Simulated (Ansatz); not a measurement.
**Pd in Ansatz: convergence with k mesh**

Input of the first run (k mesh 4 × 4 × 4); the others differ in this setting and in those tied to it:

Contents of input.yaml:

```yaml
crystal:
  lattice:
    - [-1.599177, 1.54912, 1.628452]
    - [1.602966, -1.50854, 1.591662]
    - [1.577905, 1.487269, -1.587873]
  atoms:
    - { symbol: Pd, position: [0.012912, -0.001045, -0.01217] }
hamiltonian:
  xc: pbe
  pseudopotentials: { kind: paw }
kpoints:
  mp_grid: { grid: [4, 4, 4] }
scf:
  occupations: { method: gaussian, width: 0.1 }
output:
  forces: true
  stress: true
  eigenvalues: true
```

Potentials or basis: Ansatz PAW.

Run with:

```sh
$ ansatz run input.yaml --threads 2 --pin off --max-ram 5632MiB --backend cpu --events-out ev --progress --plain --runs-dir out
```

The cell isn't the ideal one: cell strained at random at fixed volume.

This isn't the form of Pd at room conditions, which is fcc.

Hardware: 2 threads of Intel(R) Xeon(R) Processor @ 2.50GHz (Skylake/Cascade Lake), on a shared host.

```tsv
k mesh	energy less the tightest run, at zero smearing (meV/atom)	pressure (GPa)	SCF cycles	CPU time (s)	peak memory (GiB)
4 × 4 × 4	-181.24	-2.28	6	1.4	0.27
5 × 4 × 5	45.00	-0.43	6	1.7	0.28
6 × 6 × 6	-9.23	-1.48	6	2.9	0.29
7 × 7 × 7	-11.57	-0.71	6	4.2	0.31
9 × 8 × 9	-1.32	-0.96	6	7.2	0.35
11 × 10 × 11	3.50	-0.84	6	13	0.4
13 × 13 × 14	1.10	-0.86	6	26	0.51
16 × 16 × 17	1.05	-0.87	6	48	0.69
19 × 19 × 20	0.00	-0.92	6	81	0.96
```

Against the tightest run, the pressure stays within 0.1 GPa from 9 × 8 × 9 on. Not settled before the last step: the energy (to 1 meV/atom). Meshes of other sizes hit other points, so gaps and Fermi surfaces needn't settle smoothly. The tightest run that finished is the yardstick and may itself not be fully converged.
